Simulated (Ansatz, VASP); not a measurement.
One calculation of H2, two programs

```
H
1.0
    10.00000    0.00000    0.00000
     0.00000   10.30000    0.00000
     0.00000    0.00000   10.60000
H
2
Direct
  0.50000 0.48544 0.43679
  0.50000 0.48544 0.50660
```

Alike in both runs: task relaxation of the atoms; functional PBEsol; k mesh 1 × 1 × 1; occupations gaussian, width 0.01 eV; no spin polarisation.

|  | VASP | Ansatz |
| --- | --- | --- |
| version | VASP 6.6.1 | Ansatz 0.2.0 |
| potentials or method | VASP PAW PBE potentials, release 64 (H) | scalar-relativistic, plane waves, PAW |
| plane-wave cutoff (eV) | 520 | 420 |
| valence electrons in the cell | 2 | 2 |

```tsv
	VASP	Ansatz	Ansatz less VASP
gap on the k mesh at the Fermi level, each at its own relaxed structure (eV)	9.98	9.97	-0.011
energy change over the relaxation (meV/atom)	-3	-3	0.0
```

 Expect the measured gap to be larger: semilocal functionals such as PBEsol lack the derivative discontinuity.
